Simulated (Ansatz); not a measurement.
Crystal: Hf.

```
Hf
1.0
     0.00000    2.22000    2.22000
     2.22000    0.00000    2.22000
     2.22000    2.22000    0.00000
Hf
1
Direct
  0.00000 0.00000 0.00000
```

This isn't the form of Hf at room conditions, which is hcp.

Program: Ansatz 0.2.0. Alike in all runs: potentials or basis Ansatz PAW; cell as given. Hardware: 2 threads of Arm Neoverse V1, with other jobs on the host.

Order these runs on this cell by their wall time, lowest first.
A. task band structure; level r2SCAN; spin SOC, no magnetisation; k mesh 7 × 7 × 7; cutoff (eV) 500; smearing fermi-dirac 0.05 eV; points for each segment of the path 14
B. task band structure; level r2SCAN; spin off; k mesh 10 × 10 × 10; cutoff (eV) 500; smearing fermi-dirac 0.05 eV; points for each segment of the path 14
C. task single point; level PBE; spin off; k mesh 10 × 10 × 10; cutoff (eV) 420; smearing gaussian 0.016 eV

C (0.91 s), B (3.1 s), A (17 s).
